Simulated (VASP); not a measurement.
KI: single point with LDA

**What was measured.**

A printed reference work, monograph reports, for a bulk crystal of KI: band gap 6.32 eV.

Crystal: KI.

```
K I
1.0
     0.00000    3.53277    3.53277
     3.53277    0.00000    3.53277
     3.53277    3.53277    0.00000
K I
1 1
Direct
  0.00000 0.00000 0.00000
  0.50000 0.50000 0.50000
```

```json
{
 "Program": "VASP 6.6.1",
 "Task": "single point",
 "Functional": "LDA",
 "Potentials or basis": "VASP PAW LDA potentials, release 64 (K_sv, I)",
 "Cutoff": "500 eV",
 "k mesh": "6 × 6 × 6",
 "Occupations": "gaussian, width 0.01 eV",
 "Spin": "no spin polarisation"
}
```

```json
{
  "Pressure": "-1.3 GPa",
  "Band gap on the k mesh": "3.61 eV, direct"
}
```

Levels at points of the mesh, in eV from the valence-band top:
| k point | band 5 | band 6 | band 7 | band 8 | band 9 | band 10 | band 11 | band 12 |
| --- | --- | --- | --- | --- | --- | --- | --- | --- |
| (0.00, 0.00, 0.00) | -10.57 | 0.00 | 0.00 | 0.00 | 3.61 | 6.28 | 6.28 | 6.28 |
| (0.50, 0.00, 0.00) | -10.27 | -1.39 | -0.35 | -0.35 | 5.25 | 7.44 | 7.96 | 7.96 |
| (0.50, 0.50, 0.00) | -10.43 | -1.04 | -0.38 | -0.38 | 4.69 | 5.48 | 7.94 | 8.50 |

It took 31 s on 1 thread of Intel Xeon 8259CL, with other jobs on the host, peak memory 0.18 GiB.

A measured gap of KI is 6.32 eV (a printed reference work, monograph); the calculated 3.61 eV misses it by -2.71 eV. Spin-orbit coupling on I is left out. The value is that of LDA, without temperature or zero-point motion. Semilocal functionals fall short of measured gaps as a rule.

Caveat: spin-orbit coupling is left out, which moves the levels of the heavy elements.
